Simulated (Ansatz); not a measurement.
# MnSb: which magnetic state does the SCF reach?, part 2 of 2

Is MnSb magnetic at this level, in which order, and do all starts find it? Single-point runs from several starts follow. The cell (4 atoms) is MnSb in its deposited structure (space group P6_3/mmc). Source: COD entry 1539189.

Ansatz 0.2.0; DFT PBE, PAW, plane waves, scalar-relativistic. Earlier steps stand in the parts before.

## (6) Parallel moments scaled by 0.03, plain SCF

input.yaml

```yaml
crystal:
  lattice:
    - [4.12999787, 0.0, 0.0]
    - [-2.06499894, 3.57668307, 0.0]
    - [0.0, 0.0, 5.8]
  atoms:
    - { symbol: Sb, position: [0.33333333, 0.66666667, 0.25] }
    - { symbol: Sb, position: [0.66666667, 0.33333333, 0.75] }
    - { symbol: Mn, position: [0.0, 0.0, 0.0], spin: 0.14 }
    - { symbol: Mn, position: [0.0, 0.0, 0.5], spin: 0.14 }
magnetization:
  spin_polarized: true
hamiltonian:
  xc: pbe
  pseudopotentials: { kind: paw }
basis:
  ecutwfc: 420
kpoints:
  mp_grid: { grid: [8, 8, 5] }
scf:
  occupations: { method: gaussian, width: 0.05 }
  lower_state_search: "off"
output:
  forces: true
  stress: true
```

Log (excerpt; [...] marks lines left out):

```text
[... 11 lines as in an earlier run ...]
Bands: 37, of which v1, the nominal top of the filled ones, is band 30 counted from 1 (29 counted from 0)
[... 10 lines as in an earlier run ...]
Starting moments: Σ|m| = 0.28 μB on 2 of 4 sites
[... 2 lines as in an earlier run ...]
SCF iter   1: F=—  HF=-20766.308371 eV  |F-HF|=—  |Δ(HF+E_count)|=         —  Δρ=6.62e-2 (↑6.62e-2 ↓4.70e-2)  dr2=1.52e1  dr2_m=9.03e-2  M=0.622 μB ∫|m|=0.666 μB  β_m=1.00  ethr=3.10e-3  ⟨swp⟩=6.2  Hψ=8367  notcnv=0
[...]
[... 1 line as in an earlier run ...]
[...]
spin-set hold released at iteration 9 (site moments contracting): the magnetisation degrees of freedom join the quasi-Newton model from the next iteration; the mixer history was flushed
[...]
SCF iter  19: F=-20766.638655 eV  HF=-20766.638655 eV  |F-HF|=1.62e-9  |Δ(HF+E_count)|=   1.64e-8  Δρ=1.70e-6 (↑1.01e-6 ↓1.70e-6)  dr2=6.34e-9  dr2_m=4.10e-10  M=6.718 μB ∫|m|=7.562 μB  ethr=1.67e-10  ⟨swp⟩=2.8  Hψ=7320  notcnv=0
[...]
SCF converged after 19 iterations
Magnetization: 6.7177 μB (33.3588 up, 26.6412 down)
Absolute magnetization: 7.5693 μB (∫|ρ↑−ρ↓|, with the PAW one-centre terms)
Spin contamination: 0.3234 ħ² per cell (⟨S²⟩ above its minimum at these occupations)
Per-site moments (μB) at R_I (Å): [(-0.12057859810637778, 1.151172690690514), (-0.12057859810637733, 1.151172690690514), (3.429843280521833, 1.151172690690514), (3.4298432805218293, 1.151172690690514)]
Free energy (F): -20766.638655 eV
[...]
E sigma→0 (E₀):  -20766.637164 eV
Entropy (-TS):   -0.002981 eV (-0.745 meV/atom)
Fermi energy:    12.160308 eV
[... 26 lines left out: energy terms, forces, stress ...]
```

Wall time 8.4 s (2 threads of an Arm CPU, shared host); peak memory 0.44 GiB.

The run ends in the same state as step 2 (ferromagnetic); it took 19 iterations.

## (7) Moments +- scaled by 0.5, plain SCF

Changes to input.yaml since step 6:

```diff
@@ -8,4 +8,4 @@
     - { symbol: Sb, position: [0.66666667, 0.33333333, 0.75] }
-    - { symbol: Mn, position: [0.0, 0.0, 0.0], spin: 0.14 }
-    - { symbol: Mn, position: [0.0, 0.0, 0.5], spin: 0.14 }
+    - { symbol: Mn, position: [0.0, 0.0, 0.0], spin: 2.25 }
+    - { symbol: Mn, position: [0.0, 0.0, 0.5], spin: -2.25 }
 magnetization:
```

Log (excerpt; [...] marks lines left out):

```text
[... 22 lines as in an earlier run ...]
Starting moments: Σ|m| = 4.5 μB on 2 of 4 sites
Starting magnetic order: altermagnet, g-wave, bulk spin-momentum locking; spin-degenerate planes through Γ normal to [0 0 1], [1 -1 0], [1 2 0], [2 1 0] of the run's lattice
[... 2 lines as in an earlier run ...]
SCF iter   1: F=—  HF=-20766.899807 eV  |F-HF|=—  |Δ(HF+E_count)|=         —  Δρ=5.20e-2 (↑5.20e-2 ↓5.20e-2)  dr2=1.11e1  dr2_m=2.99e-1  M=0.000 μB ∫|m|=5.101 μB  β_m=1.00  ethr=3.10e-3  ⟨swp⟩=6.0  Hψ=12042  notcnv=0
[...]
[... 1 line as in an earlier run ...]
[...]
spin-set hold released at iteration 4 (site moments contracting): the magnetisation degrees of freedom join the quasi-Newton model from the next iteration; the mixer history was flushed
[...]
SCF iter  14: F=-20766.420499 eV  HF=-20766.420499 eV  |F-HF|=1.45e-9  |Δ(HF+E_count)|=   2.42e-8  Δρ=1.03e-6 (↑1.03e-6 ↓9.68e-7)  dr2=4.30e-9  dr2_m=6.32e-11  M=-0.000 μB ∫|m|=7.259 μB  ethr=1.67e-10  ⟨swp⟩=4.0  Hψ=9145  notcnv=0
[...]
SCF converged after 14 iterations
Magnetization: -0.0000 μB (30.0000 up, 30.0000 down)
Absolute magnetization: 7.2643 μB (∫|ρ↑−ρ↓|, with the PAW one-centre terms)
Spin contamination: 3.4743 ħ² per cell (⟨S²⟩ above its minimum at these occupations)
Per-site moments (μB) at R_I (Å): [(2.348243664166685e-8, 1.151172690690514), (2.3482436839922335e-8, 1.151172690690514), (3.353307687991591, 1.151172690690514), (-3.353308663609408, 1.151172690690514)]
Free energy (F): -20766.420499 eV
[...]
E sigma→0 (E₀):  -20766.418437 eV
Entropy (-TS):   -0.004123 eV (-1.031 meV/atom)
Fermi energy:    12.085898 eV
[... 26 lines left out: energy terms, forces, stress ...]
```

It took 8.2 s on 2 threads of an Arm CPU, shared host; peak memory 0.49 GiB.

The run ends in the same state as step 3 (antiferromagnetic); it took 14 iterations.

## (8) A moment on one site alone, plain SCF

Changes to input.yaml since step 7:

```diff
@@ -8,4 +8,4 @@
     - { symbol: Sb, position: [0.66666667, 0.33333333, 0.75] }
-    - { symbol: Mn, position: [0.0, 0.0, 0.0], spin: 2.25 }
-    - { symbol: Mn, position: [0.0, 0.0, 0.5], spin: -2.25 }
+    - { symbol: Mn, position: [0.0, 0.0, 0.0], spin: 4.5 }
+    - { symbol: Mn, position: [0.0, 0.0, 0.5] }
 magnetization:
```

Log (excerpt; [...] marks lines left out):

```text
[... 14 lines as in an earlier run ...]
Magnetic group: BNS 164.85 (UNI 1315), of the structure as read, at distance tolerance 4.4e-5 Å
[... 7 lines as in an earlier run ...]
Starting moments: Σ|m| = 4.5 μB on 1 of 4 sites
[... 2 lines as in an earlier run ...]
SCF iter   1: F=—  HF=-20767.266219 eV  |F-HF|=—  |Δ(HF+E_count)|=         —  Δρ=7.74e-2 (↑7.74e-2 ↓7.60e-2)  dr2=2.93e1  dr2_m=2.49e-1  M=3.550 μB ∫|m|=4.347 μB  β_m=0.30  ethr=3.10e-3  ⟨swp⟩=6.2  Hψ=11983  notcnv=0  defer=1
[...]
[... 1 line as in an earlier run ...]
[...]
spin-set hold released at iteration 8 (the charge has settled, or the pull on large starting moments outlasts its swing): the magnetisation degrees of freedom join the quasi-Newton model from the next iteration; the mixer history was flushed
[...]
SCF iter  32: F=-20766.420499 eV  HF=-20766.420499 eV  |F-HF|=1.94e-8  |Δ(HF+E_count)|=   1.78e-9  Δρ=2.63e-6 (↑2.08e-6 ↓2.63e-6)  dr2=2.10e-8  dr2_m=2.77e-10  M=0.000 μB ∫|m|=7.259 μB  ethr=1.43e-10  ⟨swp⟩=2.3  Hψ=8934  notcnv=0
WARN: the net moment that the starting moments add up to was not kept: the SCF closed with a net magnetisation of 8.0e-7 μB in size, at most 0.1 of the 4.5 μB that the starting moments add up to as vectors. Its absolute magnetisation is 7.3e0 μB, where they sum to 4.5 μB in size (1 site): [...]
SCF converged after 32 iterations
Magnetization: 0.0000 μB (30.0000 up, 30.0000 down)
Absolute magnetization: 7.2643 μB (∫|ρ↑−ρ↓|, with the PAW one-centre terms)
Spin contamination: 3.4743 ħ² per cell (⟨S²⟩ above its minimum at these occupations)
Per-site moments (μB) at R_I (Å): [(1.2611958626470435e-6, 1.151172690690514), (1.2611958624474474e-6, 1.151172690690514), (3.3533153445900985, 1.151172690690514), (-3.3533138578571062, 1.151172690690514)]
Free energy (F): -20766.420499 eV
[...]
E sigma→0 (E₀):  -20766.418437 eV
Entropy (-TS):   -0.004123 eV (-1.031 meV/atom)
Fermi energy:    12.085928 eV
[... 26 lines left out: energy terms, forces, stress ...]
```

It took 18 s on 2 threads of an Arm CPU, shared host; peak memory 0.49 GiB.

Nothing new: the 32 iterations lead to the state found in step 3 (antiferromagnetic).

## (9) Parallel moments, spin not held back in the first iterations, no switch to direct minimisation

Changes to input.yaml since step 8:

```diff
@@ -9,3 +9,3 @@
     - { symbol: Mn, position: [0.0, 0.0, 0.0], spin: 4.5 }
-    - { symbol: Mn, position: [0.0, 0.0, 0.5] }
+    - { symbol: Mn, position: [0.0, 0.0, 0.5], spin: 4.5 }
 magnetization:
@@ -22,2 +22,4 @@
   lower_state_search: "off"
+  algorithm: density_mixing
+  mixing: { spin_hold: "off" }
 output:
```

Log (excerpt; [...] marks lines left out):

```text
[... 22 lines as in an earlier run ...]
Starting moments: Σ|m| = 9 μB on 2 of 4 sites
[... 2 lines as in an earlier run ...]
SCF iter   1: F=—  HF=-20766.329410 eV  |F-HF|=—  |Δ(HF+E_count)|=         —  Δρ=7.71e-2 (↑2.23e-2 ↓7.71e-2)  dr2=4.86e0  dr2_m=1.67e0  M=6.755 μB ∫|m|=7.400 μB  β_m=0.30  ethr=3.10e-3  ⟨swp⟩=7.7  Hψ=10477  notcnv=0  defer=10
[...]
[... 1 line as in an earlier run ...]
[...]
SCF iter  11: F=-20766.638655 eV  HF=-20766.638655 eV  |F-HF|=1.53e-9  |Δ(HF+E_count)|=   1.01e-9  Δρ=2.33e-6 (↑2.33e-6 ↓1.62e-6)  dr2=4.91e-9  dr2_m=2.10e-9  M=6.718 μB ∫|m|=7.562 μB  ethr=1.67e-10  ⟨swp⟩=4.0  Hψ=7169  notcnv=0
[...]
SCF converged after 11 iterations
Magnetization: 6.7177 μB (33.3588 up, 26.6412 down)
Absolute magnetization: 7.5693 μB (∫|ρ↑−ρ↓|, with the PAW one-centre terms)
Spin contamination: 0.3234 ħ² per cell (⟨S²⟩ above its minimum at these occupations)
Per-site moments (μB) at R_I (Å): [(-0.12058181875298812, 1.151172690690514), (-0.12058181875298803, 1.151172690690514), (3.429863982369051, 1.151172690690514), (3.4298639823690493, 1.151172690690514)]
Free energy (F): -20766.638655 eV
[...]
E sigma→0 (E₀):  -20766.637164 eV
Entropy (-TS):   -0.002981 eV (-0.745 meV/atom)
Fermi energy:    12.160302 eV
[... 26 lines left out: energy terms, forces, stress ...]
```

Run time: 5.1 s. Hardware: 2 threads of an Arm CPU, shared host; peak memory 0.45 GiB.

This is the state of step 2 again (ferromagnetic), after 11 iterations.

## (10) All ends together

| step | iterations | state | moments of Mn3 Mn4 (μB) | total (μB) | gap (eV) | pressure (GPa) | above lowest (meV/atom) |
| --- | --- | --- | --- | --- | --- | --- | --- |
| 2 | 11 | 1 | 3.43 3.43 | 6.72 | none | -2.7 | 0.0 |
| 3 | 16 | 2 | 3.35 -3.35 | 0.00 | none | -3.4 | 54.5 |
| 4 | 8 | 3 | 0.00 0.00 | 0.00 | none | -15.9 | 501 |
| 5 | 14 | 1 | 3.43 3.43 | 6.72 | none | -2.7 | 0.0 |
| 6 | 19 | 1 | 3.43 3.43 | 6.72 | none | -2.7 | 0.0 |
| 7 | 14 | 2 | 3.35 -3.35 | 0.00 | none | -3.4 | 54.5 |
| 8 | 32 | 2 | 3.35 -3.35 | 0.00 | none | -3.4 | 54.5 |
| 9 | 11 | 1 | 3.43 3.43 | 6.72 | none | -2.7 | 0.0 |

States are numbered from the lowest. Starts by step: 2 parallel moments, plain SCF; 3 opposed moments +-, plain SCF; 4 no spin polarisation; 5 spin on, no moments given (the program may seed its own), plain SCF; 6 parallel moments scaled by 0.03, plain SCF; 7 moments +- scaled by 0.5, plain SCF; 8 a moment on one site alone, plain SCF; 9 parallel moments, spin not held back in the first iterations, no switch to direct minimisation.

The 8 runs of this session took 64 s in all, from 2 s to 18 s each.

Decimal logarithm of the largest residual (eV) by iteration, counted through all cycles of a run (7 of the 8 runs):

| iteration | step 2 | step 3 | step 4 | step 5 | step 6 | step 7 | step 9 |
| --- | --- | --- | --- | --- | --- | --- | --- |
| 1 | 0.6 | 0.6 | -1.4 | 2.0 | 1.2 | 1.0 | 0.7 |
| 2 | -0.1 | -0.1 | -2.4 | 1.1 | 0.2 | -0.1 | -0.1 |
| 3 | -0.3 | -0.3 | -2.8 | 0.2 | -0.1 | -0.4 | -0.3 |
| 4 | -1.1 | -0.6 | -3.7 | 0.4 | -0.3 | -1.2 | -1.6 |
| 5 | -1.9 | -2.0 | -4.9 | 1.4 | -0.2 | -1.1 | -2.6 |
| 6 | -2.8 | -2.5 | -5.8 | -0.4 | -0.7 | -0.9 | -2.8 |
| 8 | -4.4 | -2.2 | -7.9 | -0.4 | -0.8 | -1.5 | -4.5 |
| 9 | -4.9 | -4.3 | - | -2.8 | -1.1 | -3.3 | -5.6 |
| 11 | -7.6 | -6.5 | - | -4.1 | -0.8 | -5.3 | -8.3 |
| 12 | - | -7.0 | - | -5.5 | -0.3 | -5.8 | - |
| 14 | - | -5.7 | - | -7.1 | -3.5 | -8.4 | - |
| 16 | - | -9.2 | - | - | -4.9 | - | - |
| 17 | - | - | - | - | -6.5 | - | - |
| 19 | - | - | - | - | -8.2 | - | - |

## (11) Summary of results

This closing draws on all 2 parts.

| quantity | value |
| --- | --- |
| distinct states | 3 from 8 converged runs |
| lowest state from plain starts | ferromagnetic |
| its moments | Mn3 3.43, Mn4 3.43 μB |
| total moment | 6.72 μB per cell |
| gap on the k-mesh | none |
| pressure | -2.7 GPa |
| largest force | 0.000 eV/Å |
| next state | antiferromagnetic, 54.5 meV/atom higher |
| highest state | non-magnetic (no spin polarisation), 501 meV/atom higher |

In words: The 8 converged runs end in 3 distinct states. Switching spin polarisation off costs 501 meV/atom in free energy, smearing entropy included. The best antiferromagnetic state lies 54.5 meV/atom above the best ferromagnetic one. The search isn't exhaustive: larger magnetic cells and non-collinear orders weren't tried.
